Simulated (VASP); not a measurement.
Wanted: the native input for a VASP 6.6.1 run.

| Quantity | Value |
| --- | --- |
| Task | relaxation of cell and atoms |
| Functional | PBE |
| Potentials or basis | VASP PAW PBE potentials, release 64 (C) |
| Cutoff | 600 eV |
| k mesh | 12 × 12 × 4 |
| Occupations | fermi-dirac, width 0.05 eV |
| Spin | no spin polarisation |
| Further INCAR settings | ALGO = Normal; EDIFF = 1e-06; IBRION = 2; EDIFFG = -0.005; NSW = 40; ISIF = 3 |

The structure of C lies in POSCAR:

```
C
1.0
    2.5221000000      0.0000000000      0.0000000000
   -1.2610500000      2.1842026709      0.0000000000
    0.0000000000      0.0000000000      8.2371000000
C
8
Direct
    0.6666666667      0.3333333333      0.8437500000
    0.3333333333      0.6666666667      0.3437500000
    0.6666666667      0.3333333333      0.6562500000
    0.3333333333      0.6666666667      0.1562500000
    0.0000000000      0.0000000000      0.9062500000
    0.0000000000      0.0000000000      0.4062500000
    0.0000000000      0.0000000000      0.5937500000
    0.0000000000      0.0000000000      0.0937500000
```

This is a hexagonal form of diamond, not graphite.

One way to write it, as run:

INCAR

```
PREC = Accurate
ENCUT = 600
EDIFF = 1E-6
ISMEAR = -1
SIGMA = 0.05
LREAL = False
LASPH = True
NELM = 100
ALGO = Normal
ISIF = 3
LWAVE = False
LCHARG = False
GGA = PE
IBRION = 2
NSW = 40
EDIFFG = -0.005
```

KPOINTS

```
regular mesh
0
Gamma
  12 12 4
```

Potentials or basis: VASP PAW PBE potentials, release 64 (C).

The run is started by

```bash
$ cat potpaw_PBE.64/C/POTCAR > POTCAR
$ mpirun -np 1 vasp_std > vasp.out
```

Results of the run:

| Property | Result |
| --- | --- |
| Relaxed volume | 5.70 Å³/atom |
| Relaxed cell | a = 2.518 Å, b = 2.518 Å, c = 8.304 Å, α = 90.00°, β = 90.00°, γ = 120.00° |
| Space group after relaxing (to 0.05 Å) | P6_3/mmc (No. 194) |
| Energy gained by relaxing | 2.6 meV/atom |
| Ionic steps | 6 |
| Pressure after relaxing | 0.0 GPa |
| Largest force after relaxing | 0.004 eV/Å |
| Band gap on the k mesh | 4.53 eV, indirect (least direct gap 5.29 eV) |

Run time: 3.1 min on 1 thread of Intel(R) Xeon(R) Platinum 8259CL CPU @ 2.50GHz (Skylake/Cascade Lake) (shared host), peak memory 0.19 GiB.
